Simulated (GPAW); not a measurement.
FeO (Wuestite):

```
Fe O
1.0
     0.00000    2.15540    2.15540
     2.15540    0.00000    2.15540
     2.15540    2.15540    0.00000
Fe O
1 1
Direct
  0.00000 0.00000 0.00000
  0.50000 0.50000 0.50000
```

- Program: GPAW 26.7.0
- Task: relaxation of cell and atoms
- Functional: BLYP
- Potentials or basis: PAW data sets generated in the run's folder for this functional
- Cutoff: 800 eV
- Basis: pw
- k mesh: 8 × 8 × 8
- Occupations: fermi-dirac, width 0.05 eV
- Spin: collinear spin, ferromagnetic start
- Starting moments: [3.0, 0.0] μB

At the start: pressure 6.3 GPa; volume 10.01 Å³/atom.

Problem. Where does the relaxation end?

Solution. Over 3 steps the energy falls by 8.1 meV/atom and the volume is 10.35 Å³/atom (+3.3 %); space group Fm-3m (No. 225, to 0.05 Å); moment 4.00 μB per cell.

The path:
```tsv
step	energy change (eV)	largest force (eV/Å)	pressure (GPa)	volume (Å³)
1	0.0000	0.0000	6.28	20.03
2	-0.0064	0.0000	4.63	20.20
3	-0.0161	0.0000	0.18	20.69
```

Final structure:
```cif
data_structure
_symmetry_space_group_name_H-M 'P 1'
_symmetry_Int_Tables_number 1
_cell_length_a 3.0817
_cell_length_b 3.0817
_cell_length_c 3.0817
_cell_angle_alpha 60.000
_cell_angle_beta 60.000
_cell_angle_gamma 60.000
_cell_volume 20.69
loop_
_atom_site_label
_atom_site_type_symbol
_atom_site_fract_x
_atom_site_fract_y
_atom_site_fract_z
_atom_site_occupancy
Fe1 Fe 0.00000 0.00000 0.00000 1
O1 O 0.50000 0.50000 0.50000 1
```

Caveat: each step starts from the last one's moments, so a moment once lost doesn't come back; later steps reuse the first step's grids; a cell with one magnetic atom can't hold antiferromagnetic order, which such compounds often take.
